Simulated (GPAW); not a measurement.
A run of GPAW 26.7.0:

run.py

```python
from ase.filters import FrechetCellFilter
from ase.io import read, write
from ase.optimize import FIRE
from gpaw import GPAW, PW

atoms = read('SnTe.xyz')

calc = GPAW(mode=PW(600),
            xc='RPBE',
            kpts={'size': (7, 7, 7), 'gamma': True},
            occupations={'name': 'fermi-dirac', 'width': 0.05},
            nbands=19,
            convergence={'density': 1e-05, 'forces': 0.0001},
            maxiter=150,
            txt='gpaw.txt')
atoms.calc = calc
opt = FIRE(FrechetCellFilter(atoms), trajectory='relax.traj', logfile='-')
done = opt.run(fmax=0.02, steps=60)
calc.write('gs.gpw')
write('result.traj', atoms)
print('Converged:', done)
print('Cell:', atoms.cell.cellpar().round(4))
print('Volume:', round(atoms.get_volume(), 4))
print(atoms.get_scaled_positions().round(5))
```

File SnTe.xyz:

```xyz
2
Lattice="0.0000000000 3.1508500000 3.1508500000 3.1508500000 0.0000000000 3.1508500000 3.1508500000 3.1508500000 0.0000000000" Properties=species:S:1:pos:R:3 pbc="T T T"
Te     3.1508500000      3.1508500000      3.1508500000
Sn     0.0000000000      0.0000000000      0.0000000000
```

Potentials or basis: the program's PAW data sets (release 1.2.1) made for this functional, pw.

Run with:

```console
$ OMP_NUM_THREADS=1 python run.py
```

Hardware: 1 thread of Arm Neoverse V1 (shared host).

Task: Estimate the wall time of this run.

Result: Wall time 90 s on 1 thread of Arm Neoverse V1, with other jobs on the host, peak memory 0.25 GiB. Counts: scf iterations 49, plane waves 2106, bands 19, k points 20, ion steps 5.
